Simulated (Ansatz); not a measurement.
**Hf, simple cubic: how the functional moves the structure**

All rows: Ansatz, plane waves with scalar-relativistic PAW, 420 eV (500 eV for the SCAN forms), relaxed under each functional, no dispersion correction, no zero-point motion. B₀ comes from uniform scaling at fixed shape; a dash is a value not given.

```tsv
functional	V (Å³/atom)	cell	B₀ (GPa)	magnetic state	ΔE to hcp (meV/atom)
PBE	24.83	a = 2.917 Å	73	spin not included	1082
r²SCAN	24.39	a = 2.900 Å	78	spin not included	1206
PBEsol	23.53	a = 2.866 Å	80	spin not included	1085
LDA	22.52	a = 2.824 Å	90	spin not included	1033
RPBE	25.65	a = 2.949 Å	71	spin not included	1094
BLYP	25.82	a = 2.956 Å	70	spin not included	898
```

Task: What does revPBE give?

Result: V (Å³/atom): 25.42; cell: a = 2.940 Å; B₀ (GPa): 72; magnetic state: spin not included; ΔE to hcp (meV/atom): 1091.
